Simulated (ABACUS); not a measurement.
A run of ABACUS 3.10.1 is set up as follows.

INPUT

```
INPUT_PARAMETERS
suffix              Si
calculation         scf
basis_type          pw
pseudo_dir          ./
symmetry            1
dft_functional      pbe
ecutwfc             36
pseudo_rcut         10
nspin               1
nbands              16
ks_solver           dav
smearing_method     fd
smearing_sigma      0.00367493
scf_thr             1e-08
scf_nmax            100
mixing_type         broyden
mixing_beta         0.7
cal_force           1
cal_stress          1
out_chg             1
out_pot             2
out_elf             1
```

The input STRU:

```
ATOMIC_SPECIES
Si 28.0850 Si.upf

LATTICE_CONSTANT
1.8897261246

LATTICE_VECTORS
-3.3360831900 3.3360831900 3.3360831900
3.3360831900 -3.3360831900 3.3360831900
3.3360831900 3.3360831900 -3.3360831900

ATOMIC_POSITIONS
Direct

Si
0.0
6
0.5011050000 0.7516610000 0.2521510000 1 1 1
0.2455790000 0.7491610000 0.4946220000 1 1 1
0.2569390000 0.5059100000 0.7511720000 1 1 1
0.5009960000 0.2474460000 0.7432780000 1 1 1
0.7512140000 0.5048140000 0.2496510000 1 1 1
0.7514790000 0.2569920000 0.4986460000 1 1 1
```

Contents of KPT:

```
K_POINTS
0
Gamma
6 6 6 0 0 0
```

Potentials or basis: PseudoDojo NC SR 0.4.1 PBE standard, plane waves.

Command:

```console
$ OMP_NUM_THREADS=1 mpirun -np 4 abacus > log
```

(1) Estimate the band gap on the k mesh.

(2) Predict the pressure.

## Answers

(1) none (metal or under the smearing width).

(2) 1.9 GPa.
